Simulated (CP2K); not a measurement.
Write the native input for CP2K 2026.2 that does the following.

| Quantity | Value |
| --- | --- |
| Task | single point |
| Functional | PBE |
| Potentials or basis | POTENTIAL_UZH Nb GTH-PBE-q13; ccGRB-D basis |
| Density cutoff | 6123 eV |
| k mesh | 11 × 11 × 11 |
| Occupations | fermi-dirac, width 0.05 eV |
| Spin | no spin polarisation |
| SCF solver | diagonalisation with k points |
| Quickstep method | GPW |
| EPS_DEFAULT | 1.0E-10 |
| EPS_SCF | 1.0E-6 |
| MAX_SCF | 100 |
| SCF_GUESS | ATOMIC |
| k points reduced by the point group | yes |
| Mesh centred on Gamma | yes |
| CHOLESKY | OFF |
| EPS_EIGVAL | 1.0E-7 |
| MIXING METHOD | BROYDEN_MIXING |
| MIXING ALPHA | 0.4 |
| NBUFFER | 8 |
| NGRIDS | 5 |
| Basis sets | Nb ccGRB-D-q13 |
| Potentials | Nb GTH-PBE-q13 of POTENTIAL_UZH |
| ADDED_MOS | [11] |
| REL_CUTOFF (Ry) | 60 Ry |
| MIXING BETA (1/bohr) | 1.5 1/bohr |
| CUTOFF of the grids | 450 Ry |

Crystal: Nb.

```
CELL_PARAMETERS angstrom
2.88205 0.00000 0.00000
-0.96068 2.71722 0.00000
-0.96068 -1.35861 2.35318
ATOMIC_POSITIONS crystal
Nb 0.00000 0.00000 0.00000
```

One way to write it, as run:

nb_scf.inp

```
&GLOBAL
  PROJECT nb_scf
  RUN_TYPE ENERGY_FORCE
  PRINT_LEVEL LOW
&END GLOBAL
&FORCE_EVAL
  METHOD QS
  STRESS_TENSOR ANALYTICAL
  &DFT
    BASIS_SET_FILE_NAME BASIS_ccGRB_UZH
    POTENTIAL_FILE_NAME POTENTIAL_UZH
    &MGRID
      CUTOFF 450
      REL_CUTOFF 60
      NGRIDS 5
    &END MGRID
    &QS
      METHOD GPW
      EPS_DEFAULT 1.0E-10
    &END QS
    &KPOINTS
      SCHEME MONKHORST-PACK 11 11 11
      GAMMA_CENTERED T
      SYMMETRY T
      SYMMETRY_BACKEND SPGLIB
    &END KPOINTS
    &SCF
      SCF_GUESS ATOMIC
      EPS_SCF 1.0E-6
      MAX_SCF 100
      ADDED_MOS 11
      CHOLESKY OFF
      EPS_EIGVAL 1.0E-7
      &DIAGONALIZATION ON
        ALGORITHM STANDARD
      &END DIAGONALIZATION
      &MIXING ON
        METHOD BROYDEN_MIXING
        ALPHA 0.4
        BETA 1.5
        NBUFFER 8
      &END MIXING
      &SMEAR ON
        METHOD FERMI_DIRAC
        ELECTRONIC_TEMPERATURE 580.23
      &END SMEAR
    &END SCF
    &XC
      &XC_FUNCTIONAL
        &GGA_X_PBE
        &END GGA_X_PBE
        &GGA_C_PBE
        &END GGA_C_PBE
      &END XC_FUNCTIONAL
    &END XC
    &PRINT
      &KPOINTS ON
      &END KPOINTS
      &MULLIKEN ON
      &END MULLIKEN
      &MO ON
        ENERGIES T
        OCCUPATION_NUMBERS T
        &EACH
          QS_SCF 0
        &END EACH
        ADD_LAST NUMERIC
      &END MO
      &LOWDIN ON
      &END LOWDIN
      &HIRSHFELD ON
        SHAPE_FUNCTION DENSITY
      &END HIRSHFELD
    &END PRINT
  &END DFT
  &SUBSYS
    &CELL
      ABC 2.8820459413 2.8820459413 2.8820459412
      ALPHA_BETA_GAMMA 109.4712206344 109.4712206343 109.4712206339
      PERIODIC XYZ
    &END CELL
    &COORD
      SCALED
      Nb  0.0000000000 0.0000000000 0.0000000000
    &END COORD
    &KIND Nb
      BASIS_SET ccGRB-D-q13
      POTENTIAL GTH-PBE-q13
    &END KIND
    &PRINT
      &ATOMIC_COORDINATES ON
      &END ATOMIC_COORDINATES
      &CELL ON
      &END CELL
      &SYMMETRY ON
      &END SYMMETRY
    &END PRINT
  &END SUBSYS
  &PRINT
    &FORCES ON
    &END FORCES
    &STRESS_TENSOR ON
    &END STRESS_TENSOR
  &END PRINT
&END FORCE_EVAL
```

Potentials or basis: POTENTIAL_UZH Nb GTH-PBE-q13; ccGRB-D basis.

Launch:

```sh
$ OMP_NUM_THREADS=1 cp2k.psmp -i nb_scf.inp -o nb_scf.out
```

It gave:

The pressure is -0.8 GPa. The band gap on the k mesh is none (metal or under the smearing width).

Caveat: the basis of atomic orbitals isn't converged, which shifts pressures, moduli and gaps.

Wall time 43 s on 1 thread of Arm Neoverse V1 (shared host), peak memory 0.24 GiB.
